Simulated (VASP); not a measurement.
Write the native input for VASP 6.6.1 that does the following.

| Quantity | Value |
| --- | --- |
| Task | relaxation of cell and atoms |
| Functional | PBE |
| Potentials or basis | VASP PAW PBE potentials, release 64 (S_GW, Mg_sv_GW) |
| Cutoff | 900 eV |
| k mesh | 9 × 9 × 9 |
| Occupations | fermi-dirac, width 0.05 eV |
| Spin | no spin polarisation |
| Further INCAR settings | ALGO = Fast; EDIFF = 1e-07; IBRION = 2; EDIFFG = -0.01; NSW = 40; ISIF = 3 |

The structure of MgS (Niningerite) lies in POSCAR:

```
MgS
1.0
    0.0000000000      2.6016500000      2.6016500000
    2.6016500000      0.0000000000      2.6016500000
    2.6016500000      2.6016500000      0.0000000000
S Mg
1 1
Direct
    0.5000000000      0.5000000000      0.5000000000
    0.0000000000      0.0000000000      0.0000000000
```

One way to write it, as run:

INCAR

```
SYSTEM = MgS
PREC = Accurate
ENCUT = 900
EDIFF = 1E-7
ISMEAR = -1
SIGMA = 0.05
LREAL = .False.
LASPH = .True.
NELM = 80
ALGO = Fast
ISIF = 3
LWAVE = .False.
LCHARG = .False.
GGA = PE
IBRION = 2
NSW = 40
EDIFFG = -0.01
```

KPOINTS

```
regular mesh
0
Gamma
  9 9 9
  0 0 0
```

Potentials or basis: VASP PAW PBE potentials, release 64 (S_GW, Mg_sv_GW).

The run is started by

```sh
$ cat potpaw_PBE.64/S_GW/POTCAR potpaw_PBE.64/Mg_sv_GW/POTCAR > POTCAR
$ mpirun -np 1 vasp_std > vasp.out
```

It gave:

```
Relaxed volume                         : 17.88 Å³/atom
Relaxed cell                           : a = 3.698 Å, b = 3.698 Å, c = 3.698 Å, α = 60.00°, β = 60.00°, γ = 60.00°
Space group after relaxing (to 0.05 Å) : Fm-3m (No. 225)
Energy gained by relaxing              : 0.9 meV/atom
Ionic steps                            : 3
Pressure after relaxing                : -0.1 GPa
Band gap on the k mesh                 : 2.88 eV, indirect (least direct gap 3.60 eV)
```

Caveat: an odd mesh through Γ misses points on the zone boundary, where band edges often lie.

It took 3.3 min on 1 thread of AMD EPYC 7R43 64-Core Processor (Zen 3), on a shared host, peak memory 0.21 GiB.
